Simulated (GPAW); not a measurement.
Here is a GPAW 26.7.0 calculation.

File run.py:

```python
from ase import Atoms
from ase.calculators.mixing import SumCalculator
from ase.filters import FrechetCellFilter
from ase.io import write
from ase.optimize import BFGS
from dftd3.ase import DFTD3
from gpaw import GPAW, PW, setup_paths

setup_paths.insert(0, '.')

atoms = Atoms(['Cl', 'Li'],
              cell=[[0.0, 2.56477, 2.56477],
                    [2.56477, 0.0, 2.56477],
                    [2.56477, 2.56477, 0.0]],
              scaled_positions=[[0.5, 0.5, 0.5],
                                [0.0, 0.0, 0.0]],
              pbc=True)

calc = GPAW(mode=PW(800),
            xc='PBEsol',
            kpts={'size': (9, 9, 9), 'gamma': True},
            occupations={'name': 'fermi-dirac', 'width': 0.05},
            nbands=11,
            convergence={'density': 1e-05, 'forces': 0.0001},
            maxiter=150,
            txt='gpaw.txt')
atoms.calc = SumCalculator([calc, DFTD3(damping='d3bj', params_tweaks=dict(method='pbesol', atm=True))])
opt = BFGS(FrechetCellFilter(atoms), trajectory='relax.traj', logfile='-')
done = opt.run(fmax=0.02, steps=60)
calc.write('gs.gpw')
write('result.traj', atoms)
print('Converged:', done)
print('Cell:', atoms.cell.cellpar().round(4))
print('Volume:', round(atoms.get_volume(), 4))
print(atoms.get_scaled_positions().round(5))
```

Potentials or basis: PAW data sets generated in the run's folder for this functional, pw.

The run is started by

```console
$ gpaw-setup -f PBEsol Cl Li
$ OMP_NUM_THREADS=1 python run.py
```

(1) Estimate the relaxed volume.

(2) Predict the relaxed cell.

Answers

(1) 15.56 Å³/atom.

(2) a = 3.530 Å, b = 3.530 Å, c = 3.530 Å, α = 60.00°, β = 60.00°, γ = 60.00°.

Caveat: later steps reuse the first step's grids.
